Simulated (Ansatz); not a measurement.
NaCl:

```
Cl Na
1.0
     3.50219    0.00000    0.00000
     0.00000    3.50219    0.00000
     0.00000    0.00000    3.50219
Cl Na
1 1
Cartesian
  1.7511 1.7511 1.7511
  0.0000 0.0000 0.0000
```

Measurements of this composition are mostly on another form, of space group No. 225.

Base run:

| Property | Result |
| --- | --- |
| Program | Ansatz 0.2.0 |
| Functional | BLYP |
| Potentials or basis | all-electron LAPW, scalar-relativistic |
| Cutoff | 141 eV (chosen from the basis error) |
| Basis error allowed | 0.001 eV/atom |
| k mesh | 8 × 8 × 8 |
| Occupations | fermi-dirac, width 0.05 eV |
| Spin | no spin polarisation |

Its results: band gap on the k mesh 4.03 eV, indirect (least direct gap 4.52 eV); pressure 1.2 GPa.

Task: After a change of settings the same cell gave: band gap on the k mesh 4.27 eV, indirect (least direct gap 4.75 eV); pressure 1.9 GPa. Which change was it?
A. functional from BLYP to LDA
B. functional from BLYP to RPBE
C. functional from BLYP to PBE; occupations from fermi-dirac, width 0.05 eV to gaussian, width 0.019 eV

Result: B.
